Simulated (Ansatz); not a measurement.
# SiC (F-43m):V_C-H, thermodynamic levels from a 54-atom cell

Wanted: the transition levels of a complex in SiC (F-43m), from a cell of 54 host atoms with 1 C taken out and 1 H put in.

Calculated with Ansatz 0.2.0; place-levels on r2SCAN runs: charge-transition levels and formation energies with image-charge correction and potential alignment at the atomic sites; PAW set soft_1.

**Measured values to reproduce.**

For SiC, cubic 3C zincblende (literature value), “Insight into the structural, elastic and electronic properties of a new orthorhombic 6O-SiC polytype” (2020, pmc:7200658) quotes earlier work: band gap (indirect gap) 2.4 eV [literature value; measurement temperature and method not stated].

**1. Set-up**

The cell holds 54 atoms: 27 Si, 26 C and 1 H. Cell: a = 9.242 Å, b = 9.242 Å, c = 9.242 Å, α = 60.0°, β = 60.0°, γ = 60.0°. It derives from SiC (space group F-43m). Nearest the centre at fractional (0.417, 0.417, 0.417): H54 at 0.19 Å, Si28 at 1.89 Å, Si32 at 1.89 Å, Si44 at 1.89 Å, Si27 at 1.89 Å, C45 at 3.08 Å, C33 at 3.08 Å, C16 at 3.08 Å.

Coordinates:

```xyz
54
Lattice="0.0000 6.5349 6.5349 6.5349 0.0000 6.5349 6.5349 6.5349 0.0000" Properties=species:S:1:pos:R:3 pbc="T T T"
Si    0.0000    0.0000    0.0000
C     1.0891    1.0891    1.0891
Si    2.1783    2.1783    0.0000
C     3.2674    3.2674    1.0891
Si    4.3566    4.3566    0.0000
C     5.4457    5.4457    1.0891
Si    2.1783    0.0000    2.1783
C     3.2674    1.0891    3.2674
Si    4.3566    2.1783    2.1783
C     5.4457    3.2674    3.2674
Si    6.5349    4.3566    2.1783
C     7.6240    5.4457    3.2674
Si    4.3566    0.0000    4.3566
C     5.4457    1.0891    5.4457
Si    6.5349    2.1783    4.3566
C     7.6240    3.2674    5.4457
Si    8.7132    4.3566    4.3566
C     9.8023    5.4457    5.4457
Si    0.0000    2.1783    2.1783
C     1.0891    3.2674    3.2674
Si    2.1783    4.3566    2.1783
C     3.2674    5.4457    3.2674
Si    4.3566    6.5349    2.1783
C     5.4457    7.6240    3.2674
Si    2.1783    2.1783    4.3566
C     3.2674    3.2674    5.4457
Si    4.3566    4.3566    4.3566
Si    6.5349    6.5349    4.3566
C     7.6240    7.6240    5.4457
Si    4.3566    2.1783    6.5349
C     5.4457    3.2674    7.6240
Si    6.5349    4.3566    6.5349
C     7.6240    5.4457    7.6240
Si    8.7132    6.5349    6.5349
C     9.8023    7.6240    7.6240
Si    0.0000    4.3566    4.3566
C     1.0891    5.4457    5.4457
Si    2.1783    6.5349    4.3566
C     3.2674    7.6240    5.4457
Si    4.3566    8.7132    4.3566
C     5.4457    9.8023    5.4457
Si    2.1783    4.3566    6.5349
C     3.2674    5.4457    7.6240
Si    4.3566    6.5349    6.5349
C     5.4457    7.6240    7.6240
Si    6.5349    8.7132    6.5349
C     7.6240    9.8023    7.6240
Si    4.3566    4.3566    8.7132
C     5.4457    5.4457    9.8023
Si    6.5349    6.5349    8.7132
C     7.6240    7.6240    9.8023
Si    8.7132    8.7132    8.7132
C     9.8023    9.8023    9.8023
H     5.5542    5.5542    5.3373
```

The host's dielectric constants go in as inputs: 7.06 for the electrons alone, 10.43 with the ions, computed on the host (DFPT, PBEsol, on the r2SCAN cell), and a cell off the functional's own equilibrium shifts the ionic part.

The cell's shortest repeat is 9.2 Å.

**2. The runs of each charge state**

Levels follow from differences of total energies between charge states, each relaxed by itself.

Each atom starts 0.05 Å or so off its site in a random direction: a symmetric start keeps its symmetry, and would miss off-centre moves and Jahn–Teller distortions. Forces are taken on a 2×2×2 shifted mesh. The cell holds 1 electron fewer than the neutral one, with a uniform background that keeps it neutral on the whole.

The sampling was tested on the host first: at the k-points planned (1x1x1 shifted 0.25 0.25 0.25) its energy lies 0.119 eV an atom from the dense-mesh value, so the final energies take a denser sampling.

One state's input; the others differ in charge, spin, start and seed, and in occupations where the table says so.

Contents of qp1.relax/input.yaml:

```yaml
crystal:
  lattice:
    - [0.0, 2.17829624, 2.17829624]
    - [2.17829624, 0.0, 2.17829624]
    - [2.17829624, 2.17829624, 0.0]
  atoms:
    - { symbol: Si, position: [0.0, 0.0, 0.0] }
    - { symbol: C, position: [0.25, 0.25, 0.25] }
  supercell: [3, 3, 3]
  defects:
    - { vacancy: 27 }
    - { interstitial: { symbol: H, position: [0.408371, 0.408371, 0.441553] } }
total_charge: 1
basis:
  ecutwfc: 500
  xc_grid: 2
hamiltonian:
  xc: r2scan
  pseudopotentials: { kind: paw, azcp: { folder: soft_1 } }
kpoints:
  mp_grid: { grid: [2, 2, 2], shift: [0.5, 0.5, 0.5] }
scf:
  occupations: { method: fixed }
  max_iter: 100
output:
  forces: true
  charged_corrections:
    epsilon: 7.06
    static_epsilon: 10.43
    defect_position: [0.416667, 0.416667, 0.416667]
relax:
  f_tol: 0.02
  max_steps: 80
  random_displacement: { amplitude: 0.05, seed: 638 }
checkpoint:
  write: "../qp1.relax.run"
  compress: false
  write_wavefunctions: true
  write_every: 100000
```

The run is started by

```console
$ ansatz run input.yaml --threads 4 --pin off --max-ram 7536MiB --backend cpu --events-out ev --progress --plain --runs-dir out
```

The run of this state that the levels use, under r2SCAN:

Contents of qp1.point/input.yaml:

```yaml
crystal:
  checkpoint: "../qp1.relax.run"
  host: checkpoint
total_charge: 1
basis:
  ecutwfc: 500
  xc_grid: 2
hamiltonian:
  xc: r2scan
  pseudopotentials: { kind: paw, azcp: { folder: soft_1 } }
kpoints:
  mp_grid: { grid: [2, 2, 2], shift: [0.5, 0.5, 0.5] }
scf:
  occupations: { method: fixed }
  max_iter: 100
output:
  forces: true
  eigenvalues: true
  charged_corrections:
    epsilon: 7.06
    static_epsilon: 10.43
    defect_position: [0.416667, 0.416667, 0.416667]
  eigenstates: { localisation: true }
  populations: true
  band_densities: [{ bands: [v1, v1] }, { bands: [c1, c1] }]
  write_density: true
  write_potential: true
  volumetric_format: npy
  elf: true
checkpoint:
  read: "../qp1.relax.run"
  write: "../qp1.point.run"
  compress: false
  write_wavefunctions: false
  write_every: 100000
```

Relaxations under r2SCAN at a 2×2×2 shifted mesh; times on 4 threads of Arm Neoverse V1, shared host:

```tsv
charge	moment (μB)	occupations	outcome	steps	largest displacement against the far atoms (Å)	time
0	1	fixed	converged	18	0.88	15 min
+1	0	fixed	converged	23	0.93	6.4 min
+1	2	fixed	converged	18	0.50	17 min
+2	1	fixed	converged	9	0.32	9.4 min
+3	0	fixed	converged	9	0.29	3.2 min
+3	2	fixed	converged	12	0.57	11 min
+4	1	fixed	converged	15	0.35	13 min
```

Single points under r2SCAN at a 2×2×2 shifted mesh; times on 4 threads of Arm Neoverse V1, shared host:

```tsv
charge	moment (μB)	occupations	outcome	time
0	1	fixed	converged	49 s
+1	0	fixed	converged	24 s
+1	2	fixed	converged	55 s
+2	1	fixed	converged	47 s
+3	0	fixed	converged	20 s
+3	2	fixed	converged	54 s
+4	1	fixed	converged	49 s
```

Distances (Å) from the ideal centre to the nearest atoms after relaxation with r2SCAN:

```tsv
charge	moment (μB)	1.	2.	3.	4.	5.	6.
0	1	H 0.96	Si 1.82	Si 1.83	Si 1.98	Si 1.99	C 2.99
+1	0	H 1.00	Si 1.89	Si 1.90	Si 2.04	Si 2.04	C 2.99
+1	2	H 0.60	Si 1.99	Si 2.00	Si 2.01	Si 2.02	C 3.06
+2	1	H 0.50	Si 2.05	Si 2.09	Si 2.09	Si 2.09	C 3.06
+3	0	H 0.24	Si 2.05	Si 2.16	Si 2.17	Si 2.18	C 3.07
+3	2	H 0.64	Si 2.03	Si 2.04	Si 2.09	Si 2.09	C 3.04
+4	1	H 0.24	Si 2.04	Si 2.16	Si 2.17	Si 2.17	C 3.06
```

**3. place-levels, r2SCAN**

A charged cell interacts with its images and the background, and its potential has another zero than the host's. place-levels removes the first by a point-charge model, screened by the static dielectric constant since the ions have relaxed around the charge, and the second by comparing potentials at atoms far from the defect.

The host is a run of the defect-free crystal in the same cutoffs, grids and k-points, so that basis and sampling errors cancel in part in the differences. The host is run in a cell of 2 atoms on a matching mesh. Its band edges are searched through the zone by a band path, so the gap is smaller than, or equal to, that on the mesh. Chemical potentials are energies per atom of C (diamond) and H (H2 molecule), run with the same functional and cutoff. Carbon is taken as diamond, which semilocal functionals can put about 0.1 eV an atom over graphite.

Contents of levels.point.yaml:

```yaml
host:
  run: host.point.run
states: [q0_M1.point.run, qp1.point.run, qp1_M2.point.run, qp2_M1.point.run, qp3.point.run, qp3_M2.point.run, qp4_M1.point.run]
geometry_from:
  q0_M1.point.run: q0_M1.relax.run
  qp1.point.run: qp1.relax.run
  qp1_M2.point.run: qp1_M2.relax.run
  qp2_M1.point.run: qp2_M1.relax.run
  qp3.point.run: qp3.relax.run
  qp3_M2.point.run: qp3_M2.relax.run
  qp4_M1.point.run: qp4_M1.relax.run
  host.point.run: host.relax.run
chemical_potentials:
  C:
    energy: -251.553391
    dataset: "<sha256 of the dataset>"
  H:
    energy: -15.945394
    dataset: "<sha256 of the dataset>"
epsilon: 7.06
static_epsilon: 10.43
vertical:
  - { from: qp1.point.run, to: qp1.point_neutral.run }
  - { from: qp1_M2.point.run, to: qp1_M2.point_neutral.run }
  - { from: qp2_M1.point.run, to: qp2_M1.point_neutral.run }
  - { from: qp3.point.run, to: qp3.point_neutral.run }
  - { from: qp3_M2.point.run, to: qp3_M2.point_neutral.run }
  - { from: qp4_M1.point.run, to: qp4_M1.point_neutral.run }
```

The run is started by

```console
$ ansatz place-levels levels.point.yaml -- --threads 4 --pin off --max-ram 7536MiB
```

Numbers of over 12 decimals in the logs are rounded to 6 here.

Log:

```text
[... repeated set-up lines and file paths are left out, and long positions are rounded to six places ...]
(+4/+3) 0.018 eV beneath the valence edge (-1.331 eV without the band-filling correction), in the valence band
(+3/+2) 0.390 eV above the valence edge, 1.320 eV under the conduction edge
(+2/+1) 0.467 eV above the valence edge, 1.243 eV under the conduction edge
(+1/0) 1.676 eV above the valence edge, 0.034 eV under the conduction edge
formation energy of charge +4: +2.629 eV with the Fermi level at the valence edge
formation energy of charge +3: +2.611 eV with the Fermi level at the valence edge
formation energy of charge +2: +3.001 eV with the Fermi level at the valence edge
formation energy of charge +1: +3.468 eV with the Fermi level at the valence edge
formation energy of charge 0: +5.144 eV with the Fermi level at the valence edge
vertical +1 to 0: no energy, since no alignment is typed
  the change from vertical[0].from (qp1.point.run) to vertical[0].to (qp1.point_neutral.run): by its potential at epsilon 7.06 it stands at 0.375 0.428 0.427, with an rms radius of about 2.7 Å (1.0 1.8 1.8 Å across the planes of the cell's vectors); [...]
vertical +1 to 0: no energy, since no alignment is typed
  the change from vertical[1].from (qp1_M2.point.run) to vertical[1].to (qp1_M2.point_neutral.run): by its potential at epsilon 7.06 it stands at 0.415 0.387 0.371, with an rms radius of about 2.1 Å (1.2 1.2 1.3 Å across the planes of the cell's vectors); [...]
vertical +2 to 0: no energy, since no alignment is typed
[...]
of states[5] (qp3_M2.point.run): it parts from the run at its places by a charge that spreads by about 2 Å along one vector (1.3 Å or more is wide), by its potential at epsilon 7.06, taken for that of held ions (one typed too small widens it), where the [...]
  of states[2] (qp1_M2.point.run): its alignment with the host at atomic sites is doubtful: the mean over the far sites moves by -0.1163 eV from their farther parts to their nearer, more than 0.05 eV. [...]
  of vertical[0].from (qp1.point.run): it parts from the run at its places by a charge that spreads by about 1.8 Å along one vector (1.3 Å or more is wide), by its potential at epsilon 7.06, taken for that of held ions (one typed too small widens it), where [...]
  of vertical[0].to (qp1.point_neutral.run): band_overlap_at_count; stability_check_not_made
  of vertical[1].from (qp1_M2.point.run): stability_check_not_made
  of vertical[1].to (qp1_M2.point_neutral.run): band_overlap_at_count; stability_check_not_made
  of vertical[2].from (qp2_M1.point.run): stability_check_not_made; [...]
  of vertical[2].to (qp2_M1.point_neutral.run): band_overlap_at_count; stability_check_not_made
  of vertical[3].from (qp3.point.run): it parts from the run at its places by a charge that spreads by about 1.8 Å along one vector (1.3 Å or more is wide), by its potential at epsilon 7.06, taken for that of held ions (one typed too small widens it), where [...]
  of vertical[3].to (qp3.point_neutral.run): band_overlap_at_count; stability_check_not_made
  of vertical[4].from (qp3_M2.point.run): its moments are held at its close (magnetization.spin_locking), by a field of 0.627 eV a Bohr magneton, and its energy and levels are of the state that this holds: a run that lets them go can end lower; [...]
  of vertical[4].to (qp3_M2.point_neutral.run): band_overlap_at_count; stability_check_not_made
  of vertical[5].from (qp4_M1.point.run): band_overlap_at_count; stability_check_not_made; of the run under geometry_from: band_overlap_at_count; [...]
  of vertical[5].to (qp4_M1.point_neutral.run): stability_check_not_made
```

It took 0.92 s on 4 threads of Arm Neoverse V1, shared host.

Levels between the charges placed, in eV above the valence top:

```tsv
	gap (eV)	(+4/+3)	(+3/+2)	(+2/+1)	(+1/0)
r2SCAN	1.71	-0.02	0.39	0.47	1.68
```

Corrections by state:

```tsv
charge	moment (μB)	image terms and alignment (eV)	band filling (eV)	ε used	over the lowest of its charge, as the program ranks them, band filling apart (eV)
+4	1.0	2.246	-1.313	10.43	0.000
+3	0.0	1.318	-	10.43	0.000
+2	1.0	0.491	-	10.43	0.000
+1	0.0	0.053	-	10.43	0.000
0	1.0	0.000	-	-	0.000
+3	2.0	1.124	-	10.43	1.421
+1	2.0	0.059	-	10.43	0.741
```

The charged structures listed were also run neutral, and place-levels reads from each pair, by the potential or the spins, how wide the charge is by which they differ; that can be the carrier of either run.

```tsv
charge	rms radius (Å)	spread where it is widest against the cell (Å)	wide from (Å)	reading
+4	3.6	2.09	1.31	wide
+3	2.9	1.79	1.31	wide
+2	2.7	1.72	1.31	wide
+1	2.7	1.80	1.31	wide
```

The neutral runs of these pairs need not share the spin of the lowest neutral state, and very wide values only mean spread over the cell.

From the program's caveats on the states, each cut to its opening words:

- charge +4 (1 μB): it parts from the run at its places by a charge that spreads by about 2.1 Å along one vector (1.3 Å or more is wide), by its potential at epsilon 7.06, taken [...]
- charge +4 (1 μB): a band-filling correction moves a carrier to the host's band edge, which changes its energy by -1.313 eV
- charge +4 (1 μB): its alignment with the host at atomic sites is doubtful: the mean over the far sites moves by -0.2839 eV from their farther parts to their nearer, more than [...]
- charge +4 (1 μB), 0 (1 μB), +3 (2 μB): filled levels lie above empty ones at the fixed electron count
- charge +4 (1 μB), +2 (1 μB), 0 (1 μB), +3 (2 μB), +1 (2 μB): flagged: stability check not made
- charge +3, +1: it parts from the run at its places by a charge that spreads by about 1.8 Å along one vector (1.3 Å or more is wide), by its potential at epsilon 7.06, taken [...]
- charge +3: its alignment with the host at atomic sites is doubtful: the mean over the far sites moves by -0.3909 eV from their farther parts to their nearer, more than [...]
- charge +2 (1 μB): it parts from the run at its places by a charge that spreads by about 1.7 Å along one vector (1.3 Å or more is wide), by its potential at epsilon 7.06, taken [...]
- charge +2 (1 μB): its alignment with the host at atomic sites is doubtful: the mean over the far sites moves by -0.2424 eV from their farther parts to their nearer, more than [...]
- charge +1: its alignment with the host at atomic sites is doubtful: the mean over the far sites moves by -0.1270 eV from their farther parts to their nearer, more than [...]
- charge +3 (2 μB): it parts from the run at its places by a charge that spreads by about 2 Å along one vector (1.3 Å or more is wide), by its potential at epsilon 7.06, taken for [...]
- charge +3 (2 μB): its alignment with the host at atomic sites is doubtful: the mean over the far sites moves by -0.1520 eV from their farther parts to their nearer, more than [...]
- charge +3 (2 μB): its moments are held at its close (magnetization.spin_locking), by a field of 0.627 eV a Bohr magneton, and its energy and levels are of the state that this [...]
- charge +1 (2 μB): its alignment with the host at atomic sites is doubtful: the mean over the far sites moves by -0.1163 eV from their farther parts to their nearer, more than [...]

The host's formation energy from the elements is -0.356 eV per atom; it sets how far the chemical potentials can move.

Limit set by the element alone; other compounds of these elements are not counted. Chemical potentials from the elements' reference states: C 0.00 eV, Si -0.71 eV, H 0.00 eV. Formation energies (C-rich), with the Fermi level at the valence top and at the conduction bottom (gap 1.71 eV):

```tsv
charge	at valence top (eV)	at conduction bottom (eV)	correction included (eV)
+4	2.63	9.47	0.93
+3	2.61	7.74	1.32
+2	3.00	6.42	0.49
+1	3.47	5.18	0.05
0	5.14	5.14	0.00
```

(Fermi level (eV), lowest formation energy (eV)): (0.00, 2.61), (0.16, 3.08), (0.31, 3.54), (0.47, 3.93), (0.62, 4.09), (0.78, 4.24), (0.93, 4.40), (1.09, 4.56), (1.24, 4.71), (1.40, 4.87), (1.55, 5.02), (1.71, 5.14)

Limit set by the element alone; other compounds of these elements are not counted. Chemical potentials from the elements' reference states: Si 0.00 eV, C -0.71 eV, H 0.00 eV. Formation energies (Si-rich), with the Fermi level at the valence top and at the conduction bottom (gap 1.71 eV):

```tsv
charge	at valence top (eV)	at conduction bottom (eV)	correction included (eV)
+4	1.92	8.76	0.93
+3	1.90	7.03	1.32
+2	2.29	5.71	0.49
+1	2.76	4.47	0.05
0	4.43	4.43	0.00
```

Fermi level (eV), lowest formation energy (eV) and a bar from the least value:
```
     0.00       1.90 
     0.16       2.37 ######
     0.31       2.83 ###########
     0.47       3.22 ################
     0.62       3.38 ##################
     0.78       3.53 ###################
     0.93       3.69 #####################
     1.09       3.85 #######################
     1.24       4.00 #########################
     1.40       4.16 ###########################
     1.55       4.31 #############################
     1.71       4.43 ##############################
```

**4. Summary of results**

```yaml
gap_of_the_host: 1.71 eV (r2SCAN)
level_plus_4_plus_3: 0.02 eV below the valence top (-1.33 eV above the valence top without the band-filling term)
level_plus_3_plus_2: 0.39 eV above the valence top
level_plus_2_plus_1: 0.47 eV above the valence top
level_plus_1_over_0: 1.68 eV above the valence top
lowest_of_the_charges_placed_just_above_the_valence_top_0p02_ev: +3
lowest_of_the_charges_placed_just_below_the_conduction_bottom_0p02_ev: 0
lowest_formation_energy_at_mid_gap_of_the_charges_run_c_rich: 4.32 eV
lowest_formation_energy_at_mid_gap_of_the_charges_run_si_rich: 3.61 eV
```

**Reading.** Of the charges placed (0, +1, +2, +3 and +4), the lowest changes at 0.39 eV (+3/+2), 0.47 eV (+2/+1) and 1.68 eV (+1/0) above the valence top, in a gap of 1.71 eV. (+3/+2) and (+1/0) lie nearer to a band edge than the share of the finite-size correction in them (0.83 and 0.05 eV), and that correction holds for a localised charge alone. (+1/0) lies 0.03 eV from a band edge, less than the doubt on such levels. Charges below 0 were not placed, so these runs say nothing of levels that involve them. States placed: +4 at 1 μB; +3 at 0 μB and 2 μB; +2 at 1 μB; +1 at 0 μB and 2 μB; 0 at 1 μB. Other spin states or structures, where not listed, weren't placed. The program finds carriers beyond a band edge of the host and adds a band-filling term at charge +4 (-1.31 eV); steps to such a charge show no bound level, and a defect level inside a band would be read the same way. Corrections reach 2.2 eV, so the cell is small for these charges and their levels are rough. H is taken at its element; compounds, which aren't counted here, bound the chemical potentials and would shift these formation energies. The program doubts the alignment of potentials for at least one state, a sign that the cell is small. Keep in mind: r2SCAN makes the gap too small and tends to spread out bound carriers.

Computed beside measured:

| quantity | measured | r2SCAN |
| --- | --- | --- |
| band gap (least gap of the host) (eV) | 2.4 | 1.71 (-0.69 eV) |

Measured values from pmc:7200658 (2020).

**Verdict.** The band gap is off by -0.69 eV: a clear miss. Local and semilocal functionals usually give gaps below the measured ones. Zero-point and thermal motion shift the measured gap.

[Logs are printed without paths, hosts, clocks, repeated set-up lines and the standing remarks that a program may print on its own settings, such as how far it seeks lower states.]

[Hosts, paths, dates, database ids (printed as entryN), source tags and the programs' standing remarks are cut or masked in the printed files.]

[Where a table of states has a column of steps, it counts the stored structures, which are thinned; the runs took as many ionic steps or more.]

[A defect's name tells the site on which it was built; relaxed atoms can leave that site.]

[For some hosts the program warned that the k-mesh of the response run may be too coarse for force constants and the static dielectric constant; such warnings are not shown here.]
